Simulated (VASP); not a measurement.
These are PBEsol GGA, VASP's PBE PAW potentials (set 64) (plane waves; VASP 6.6.1) values and carry that method's errors.

The input files of a VASP run:

### INCAR
```
SYSTEM  =  BaF2
PREC  =  Accurate; ENCUT  =  620; LREAL  =  .FALSE.
LASPH  =  .TRUE.
EDIFF  =  1E-6; NELM  =  100; ALGO  =  Normal
LMAXMIX  =  4
ISMEAR  =  0; SIGMA  =  0.05
GGA  =  PS
IBRION  =  2; NSW  =  40; ISIF  =  3
EDIFFG  =  -0.02; PSTRESS  =  450
LWAVE  =  .FALSE.; LCHARG  =  .FALSE.
```

**POSCAR**
```
BaF2
1.0
  0.0000000000   2.7677499642   2.7677499642
  2.7677499642   0.0000000000   2.7677499642
  2.7677499642   2.7677499642   0.0000000000
Ba F
1 2
Cart
  2.7677499642   0.0000000000   2.7677499642
  1.3838749821   1.3838749821   1.3838749821
  4.1516249463   4.1516249463   4.1516249463
```

### KPOINTS
```
Automatic
0
gamma
  7 7 7
```

POTCAR, in this order: Ba_sv F (PBE.64 set). Program: vasp_std.

What VASP printed:

File OUTCAR:
```
 ion  position               nearest neighbor table
   1  0.000  0.000  0.000-   3 2.40   3 2.40   3 2.40   2 2.40   3 2.40   2 2.40   2 2.40   2 2.40
  LATTYP: Found a face centered cubic cell.
 ALAT       =     5.5354999284
 Subroutine PRICEL returns:
 Original cell was already a primitive cell.
 Subroutine GETGRP returns: Found 48 space group operations
The static configuration has the point symmetry O_h .
The dynamic configuration has the point symmetry O_h .
 Subroutine INISYM returns: Found 48 space group operations
 Subroutine IBZKPT returns following result:
 Found     20 irreducible k-points:

 Following reciprocal coordinates:
            Coordinates               Weight
  0.000000  0.000000  0.000000      1.000000
  0.142857  0.000000  0.000000      8.000000
  0.285714  0.000000  0.000000      8.000000
  0.428571  0.000000  0.000000      8.000000
  0.142857  0.142857  0.000000      6.000000
  0.285714  0.142857  0.000000     24.000000
  0.428571  0.142857  0.000000     24.000000
 -0.428571  0.142857  0.000000     24.000000
 -0.285714  0.142857  0.000000     24.000000
 -0.142857  0.142857  0.000000     12.000000
...
```

**OSZICAR**
```
       N       E                     dE             d eps       ncg     rms          rms(c)
DAV:   1     0.163162534188E+03    0.16316E+03   -0.15677E+04   640   0.169E+03
DAV:   2    -0.118940177398E+02   -0.17506E+03   -0.17088E+03   824   0.334E+02
DAV:   3    -0.174213902676E+02   -0.55274E+01   -0.55219E+01   840   0.626E+01
DAV:   4    -0.174992469126E+02   -0.77857E-01   -0.77845E-01   848   0.678E+00
DAV:   5    -0.175017075149E+02   -0.24606E-02   -0.24606E-02   856   0.723E-01    0.140E+01
DAV:   6    -0.159346885318E+02    0.15670E+01   -0.72798E+00   640   0.265E+01    0.898E+00
DAV:   7    -0.159250156703E+02    0.96729E-02   -0.39116E-01   800   0.565E+00    0.470E+00
DAV:   8    -0.159251233552E+02   -0.10768E-03   -0.53990E-02   672   0.267E+00    0.393E-01
DAV:   9    -0.159269924066E+02   -0.18691E-02   -0.21808E-02   704   0.131E+00    0.142E-01
DAV:  10    -0.159286090614E+02   -0.16167E-02   -0.32795E-03   648   0.490E-01    0.996E-02
DAV:  11    -0.159286633922E+02   -0.54331E-04   -0.12758E-04   832   0.111E-01    0.164E-02
DAV:  12    -0.159286687690E+02   -0.53768E-05   -0.53979E-06   712   0.193E-02    0.496E-03
DAV:  13    -0.159286691962E+02   -0.42718E-06   -0.30097E-06   704   0.141E-02
   1 F= -.40186493E+01 E0= -.40186493E+01  d E =-.401865E+01
```

OUTCAR:
```
------------------------ aborting loop because EDIFF is reached ----------------------------------------
  FORCE on cell =-STRESS in cart. coord.  units (eV):
  Direction    XX          YY          ZZ          XY          YZ          ZX
  --------------------------------------------------------------------------------------
  Total       11.8862812     11.8862812     11.8862812      0.0000000      0.0000000      0.0000000
  in kB      449.1030726    449.1030726    449.1030726      0.0000000      0.0000000      0.0000000
  external PRESSURE =      -0.8969274 kB  Pullay stress =     450.0000000 kB
  volume of cell :       42.40
      direct lattice vectors                 reciprocal lattice vectors
     0.000000000  2.767749964  2.767749964    -0.180652157  0.180652157  0.180652157
     2.767749964  0.000000000  2.767749964     0.180652157 -0.180652157  0.180652157
     2.767749964  2.767749964  0.000000000     0.180652157  0.180652157 -0.180652157
 POSITION                                       TOTAL-FORCE (eV/Angst)
 -----------------------------------------------------------------------------------
      0.00000      0.00000      0.00000        -0.000000      0.000000      0.000000
      1.38387      1.38387      1.38387        -0.000000      0.000000     -0.000000
      4.15162      4.15162      4.15162         0.000000     -0.000000      0.000000
 -----------------------------------------------------------------------------------
    total drift:                               -0.000000     -0.000000      0.000000
  FREE ENERGIE OF THE ION-ELECTRON SYSTEM (eV)
  ---------------------------------------------------
  free  energy   TOTEN  =       -15.9286691962 eV

  energy  without entropy=      -15.9286691962  energy(sigma->0) =      -15.92866920
  enthalpy is  TOTEN    =        -4.0186492584 eV   P V=       11.9100199378

 reached required accuracy - stopping structural energy minimisation
```
(Selected blocks of OUTCAR.)

The compound is BaF2 in the fluorite structure. It was relaxed first under an external pressure of 45 GPa.
